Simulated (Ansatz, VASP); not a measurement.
# MoSeS in two plane-wave programs

One calculation is typed for both programs; each brings its own data sets. How far apart do they land? The cell is generated by rule, not measured, and may not be a known phase. The two relaxations start from unlike cells of this crystal (the structure described is Ansatz's start), so only their ends are compared.

Method: plane waves, with VASP 6.6.1 beside it; relaxation of cell and atoms at PBE with D3(BJ), in Ansatz 0.2.0.

The structure was built from a prototype and need not be the compound's stable phase.

## 1. Starting point

It takes space group P6_3mc (No. 186, hexagonal). Conventional cell: a = 3.253 Å, b = 3.253 Å, c = 12.780 Å, α = 90.00°, β = 90.00°, γ = 120.00°. Mo has 3 S at 2.48 Å and 3 Se at 2.48 Å nearest. Nearest to S lie 3 Mo at 2.48 Å. Nearest to Se lie 3 Mo at 2.48 Å. Farther neighbours and most contacts between anions are not listed.

## 2. Ansatz: relaxation of cell and atoms, PBE with D3(BJ)

Ansatz runs on its PAW soft_1 files.

The relaxed volume is the usual yardstick between codes: in a stiff, nearly cubic crystal its relative difference is about their pressure difference at one cell divided by the bulk modulus.

The input, input.yaml:

```yaml
crystal:
  lattice:
    - [3.2525, 0.0, 0.0]
    - [-1.62625, 2.8167476258, 0.0]
    - [0.0, 0.0, 12.7800000008]
  atoms:
    - { symbol: Mo, position: [0.3333333333, 0.6666666667, 0.25] }
    - { symbol: S, position: [0.6666666667, 0.3333333333, 0.3767605634] }
    - { symbol: Se, position: [0.6666666667, 0.3333333333, 0.1232394366] }
    - { symbol: Mo, position: [0.6666666667, 0.3333333333, 0.75] }
    - { symbol: S, position: [0.3333333333, 0.6666666667, 0.8767605634] }
    - { symbol: Se, position: [0.3333333333, 0.6666666667, 0.6232394366] }
kpoints:
  mp_grid: { grid: [9, 9, 2] }
hamiltonian:
  xc: pbe
  dispersion: d3bj
  pseudopotentials: { kind: paw, azcp: { folder: soft_1 } }
scf:
  occupations: { method: fermi_dirac, width: 0.02 }
relax:
  f_tol: 0.01
  max_steps: 100
  cell: {}
```

Launch:

```
ansatz run input.yaml --threads 3 --pin off --max-ram 92160MiB --backend cuda --events-out ev --progress --plain --runs-dir out --devices 1 --max-vram 13GiB
```

Numbers of over 12 decimals in the logs are rounded to 6 here.

Output:

```text
GPUs: using 1 of 1 available (devices: 1).
Engine: ansatz 0.2.0, x86_64-unknown-linux-gnu
Pseudopotentials: kind: paw
Pseudopotential: Mo, paw, valence charge 14, recommended cutoff 420 eV (normal), soft_1/Mo.paw.azcp
Pseudopotential: S, paw, valence charge 6, recommended cutoff 420 eV (normal), soft_1/S.paw.azcp
Pseudopotential: Se, paw, valence charge 16, recommended cutoff 420 eV (normal), soft_1/Se.paw.azcp
Functional definition: PBE
  parameter kappa = 0.804
  parameter beta = 0.066725
  exchange = pbe_x(kappa = kappa, mu = beta*pi^2/3)
  correlation = pbe_c(beta = beta)
device memory: the entry about to start is reckoned to put 1.7 GiB on a device that reports 18.3 GiB free (of which the cap on the GPU budget leaves the run 13.0 GiB)
GPU FFT provider: cuFFT
GPU libraries: cuBLAS 13.8.2, cuFFT 12.4.0, cuSOLVER 12.3.4
Crystal: 6 atoms, lattice volume = 117.084 Å³
Basis set: ecut = 420 eV, 2323 PW (Γ), exchange–correlation on 48×48×180 points (8 copies of the dense FFT grid, shifted against one another)
Bands: 44, of which v1, the nominal top of the filled ones, is band 36 counted from 1 (35 counted from 0)
Symmetry: 12 space group operations
Space group: P63mc (ITA 186), of the structure as read, at distance tolerance 4.9e-5 Å
k-points: 24 of 162
Non-local potential: Mo, projectors of the file, l = 0: 3, l = 1: 2, l = 2: 2, l = 3: 1
Non-local potential: S, projectors of the file, l = 0: 2, l = 1: 2, l = 2: 1
Non-local potential: Se, projectors of the file, l = 0: 2, l = 1: 2, l = 2: 3, l = 3: 1
PAW form: soft (Blöchl's): semilocal exchange-correlation on the pseudo side does not see the compensation charge
PAW one-centre angular grid: Mo, 590 points (default); XC on 64 Gauss nodes
PAW one-centre angular grid: S, 110 points (default); XC on 64 Gauss nodes
PAW one-centre angular grid: Se, 590 points (default); XC on 64 Gauss nodes
Initial density: superposition of atomic densities (chi_scale 0.1, normalization cell, long waves kept (reshape's long-wave potential 0.08 eV rms))
Initial wavefunctions: pseudopotential atomic-orbital guess
GPU buffer pool allocated for 51840 grid points (all kernels)
GPU transforms: local potential and band sums: pruned to the plane-wave sphere, on 24×24×90
Functional: x = pbe(κ = 0.804, μ = 0.219515), c = pbe(β = 0.066725)
SCF iter   1: F=—  HF=-22662.818393 eV  |F-HF|=—  |Δ(HF+E_count)|=         —  Δρ=4.91e-2  dr2=4.66e0  ethr=3.10e-3  ⟨swp⟩=9.0  Hψ=4586  notcnv=0
preconditioner: auto → Resta (q_TF=auto, 2.516 Å⁻¹)  ε∞=7.5  [insulator: Δε(μ)=0.769 eV  Ē_g=8.086 eV  σ=0.020 eV  W_gap=1.00  n_scr=40 (ndim 8)  ℏωp=20.6 eV  f_vac=0.014  D(μ)=0.00/eV (n_scr^D=0)  ε∞_Penn≈7.5]
SCF iter   2: F=—  HF=-22661.839017 eV  |F-HF|=—  |Δ(HF+E_count)|=   9.79e-1  Δρ=2.52e-2  dr2=1.76e0  ethr=3.10e-3  ⟨swp⟩=2.2  Hψ=1662  notcnv=0  defer=48
SCF iter   3: F=—  HF=-22661.502907 eV  |F-HF|=—  |Δ(HF+E_count)|=   3.36e-1  Δρ=1.55e-2  dr2=4.67e-1  ethr=2.44e-3  ⟨swp⟩=3.0  Hψ=1562  notcnv=0  defer=48
SCF iter   4: F=—  HF=-22661.428398 eV  |F-HF|=—  |Δ(HF+E_count)|=   7.45e-2  Δρ=3.80e-3  dr2=2.83e-2  ethr=6.49e-4  ⟨swp⟩=2.4  Hψ=1666  notcnv=0  defer=48
SCF iter   5: F=—  HF=-22661.428878 eV  |F-HF|=—  |Δ(HF+E_count)|=   4.79e-4  Δρ=1.35e-3  dr2=4.28e-3  ethr=3.92e-5  ⟨swp⟩=2.0  Hψ=1956  notcnv=0  defer=48
SCF iter   6: F=—  HF=-22661.429201 eV  |F-HF|=—  |Δ(HF+E_count)|=   3.23e-4  Δρ=6.02e-4  dr2=7.20e-4  ethr=5.94e-6  ⟨swp⟩=2.0  Hψ=1968  notcnv=0  defer=48
SCF iter   7: F=—  HF=-22661.429868 eV  |F-HF|=—  |Δ(HF+E_count)|=   6.66e-4  Δρ=1.72e-4  dr2=3.84e-5  ethr=1.00e-6  ⟨swp⟩=2.7  Hψ=2000  notcnv=0  defer=48
SCF iter   8: F=—  HF=-22661.429916 eV  |F-HF|=—  |Δ(HF+E_count)|=   4.87e-5  Δρ=5.47e-5  dr2=3.50e-6  ethr=5.34e-8  ⟨swp⟩=2.3  Hψ=1865  notcnv=0  defer=48
SCF iter   9: F=—  HF=-22661.429926 eV  |F-HF|=—  |Δ(HF+E_count)|=   9.66e-6  Δρ=1.40e-5  dr2=2.75e-7  ethr=4.86e-9  ⟨swp⟩=2.4  Hψ=1472  notcnv=0  defer=48
SCF iter  10: F=-22661.429926 eV  HF=-22661.429926 eV  |F-HF|=1.30e-8  |Δ(HF+E_count)|=   4.83e-7  Δρ=3.86e-6  dr2=1.30e-8  ethr=1.39e-10  ⟨swp⟩=5.3  Hψ=4000  notcnv=0
SCF 1 converged in 10 iterations: F = -22661.429926 eV  dr2 = 1.30e-8
  greatest PAW one-centre occupation: 1.000 electrons in one spin orbital (limit 2), on the Se atom at site 5 (counted from 0), in its partial waves of l = 2
relax step   1: F+E_penalty+E_count = -22661.42992637 eV  Δ(F+E_penalty+E_count) = +0.000e0 eV  max|allowed force component| = 2.443e0 eV/Å  Δτ_max = 0.0000 Å  P = -2.704 GPa  Ω = 117.084 Å³  (10 SCF iters, dr2 threshold 1.00e-7 eV, accepted)
[...]
relax step   5: F+E_penalty+E_count = -22661.70619004 eV  Δ(F+E_penalty+E_count) = -2.275e-4 eV  max|allowed force component| = 1.200e-2 eV/Å  Δτ_max = 0.0035 Å  P = +0.068 GPa  Ω = 110.598 Å³  energy of the carried Pulay correction = +1.060e-3 eV  (5 SCF iters, dr2 threshold 1.18e-7 eV, accepted)
[...]
relax step   6: F+E_penalty+E_count = -22661.70622649 eV  Δ(F+E_penalty+E_count) = -3.644e-5 eV  max|allowed force component| = 7.457e-4 eV/Å  Δτ_max = 0.0013 Å  P = +0.005 GPa  Ω = 110.577 Å³  energy of the carried Pulay correction = +1.063e-3 eV  (5 SCF iters, dr2 threshold 2.09e-8 eV, accepted)
[...]
relax step   7: F+E_penalty+E_count = -22661.70517374 eV  Δ(F+E_penalty+E_count) = +1.053e-3 eV  max|allowed force component| = 8.402e-4 eV/Å  Δτ_max = 0.0000 Å  P = +0.006 GPa  Ω = 110.577 Å³  stress off target by 6.03e-3 GPa  SCF on the basis re-selected at this cell (its energy is not comparable with the rows above)  (7 SCF iters)
basis re-selected at this cell: Δ(F+E_penalty+E_count) = +1.053e-3 eV, ΔP = +0.001 GPa vs the last step (what re-selecting the basis moved, of the pressure what is left beyond the Pulay correction that the steps carried, after the strain that the cell walked since its last selection, with what the two solves' SCF thresholds leave and, on support functions, any second-order correction that the steps lacked; it is no m [...]
SCF converged after 7 iterations
Free energy (F): -22661.705174 eV
Harris-Foulkes:  -22661.705174 eV  (|F-HF|=7.28e-12)
Internal energy: -22661.705174 eV  (E = F + TS)
E sigma→0 (E₀):  -22661.705174 eV
Fermi energy:    12.518900 eV
--- Per-component energies (eV) ---
  E_band       = -959.846595
  E_kinetic    = 1280.898711
  E_local      = -8706.041088  (includes V_loc(G=0)·N_el)
  E_nonlocal   = -343.074942
  E_hartree    = 4155.574053
  E_xc         = -702.714633
  E_vxc        = -788.759343  (∫ρ·V_xc dr)
  E_paw        = -11900.411637  (= ΣΔE_a)
  E_vpaw       = -714.017340  (= ΣTr[D̂ρ^β])
  E_aug_tail   = -0.000637  (compensation charges beyond the density's cutoff)
  E_ewald      = -6443.170308
  E_disp       = -2.764691  (pairwise vdW)
  E_smearing   = -0.000000  (= −TS)
  E_closure    = 0.000000  (closes the sum)
  Σ components = -22661.705174   (vs F -22661.705174, Δ=0.00e0)
--- Forces (eV/Å), atoms counted from 1 ---
  atom   1  Mo     0.00000000     0.00000000     0.00079195
  atom   2  S     -0.00000000    -0.00000000     0.00004794
  atom   3  Se    -0.00000000    -0.00000000    -0.00084035
  atom   4  Mo    -0.00000000    -0.00000000     0.00079195
  atom   5  S      0.00000000     0.00000000     0.00004794
  atom   6  Se     0.00000000     0.00000000    -0.00084035
  max |Σ_I F_I| component: 9.06e-7 eV/Å
--- Stress (GPa, compression-positive) ---
        0.005568      -0.000000      -0.000000
       -0.000000       0.005568      -0.000000
       -0.000000      -0.000000       0.006025
  P = ⅓ Tr σ = 0.0057 GPa (0.057 kbar)
--- Band table (eV; the first three rows and the last of 24) ---
  k-point 0: bands = [... 32 lower, 10.4195, 10.6528, 11.4500, 12.1491, 14.3586, 14.3586, 14.3694, 14.3694, ... 4 higher]
  k-point 1: bands = [... 32 lower, 10.3901, 10.3901, 11.9534, 11.9534, 14.3592, 14.3592, 14.3592, 14.3592, ... 4 higher]
  k-point 2: bands = [... 32 lower, 10.3609, 10.7639, 11.4779, 11.7851, 14.0886, 14.1638, 14.2678, 14.2825, ... 4 higher]
  k-point 23: bands = [... 32 lower, 9.3237, 9.3237, 11.4973, 11.4973, 13.2146, 13.2146, 14.2441, 14.2441, ... 4 higher]
--- Relaxed structure (6 steps of the walk, 6 accepted, 1 SCFs on fresh bases) ---
  F+E_penalty+E_count = -22661.70517374 eV   max|allowed force component| = 8.402e-4 eV/Å   (the final SCF, on the basis selected at the relaxed cell)
  cell:  # Å, volume = 110.5770 Å³
    - [3.211708, 1.509600811867133e-18, 0]
    - [-1.605854, 2.781421, 0]
    - [0, 0, 12.378324]
  atoms:
    - { symbol: Mo, position: [0.333333, 0.666667, 0.254900] }
    - { symbol: S, position: [0.666667, 0.333333, 0.378474] }
    - { symbol: Se, position: [0.666667, 0.333333, 0.116626] }
    - { symbol: Mo, position: [0.666667, 0.333333, 0.754900] }
    - { symbol: S, position: [0.333333, 0.666667, 0.878474] }
    - { symbol: Se, position: [0.333333, 0.666667, 0.616626] }
```

(Part 1 of 2 ends here.)

[Lines on the potential files, build, host, timing and source positions are cut from VASP's logs without a mark.]

[Logs are printed without paths, hosts, clocks, repeated set-up lines and the standing remarks that a program may print on its own settings, such as how far it seeks lower states.]

[Hosts, paths, dates, database ids (printed as entryN), source tags and the programs' standing remarks are cut or masked in the printed files.]
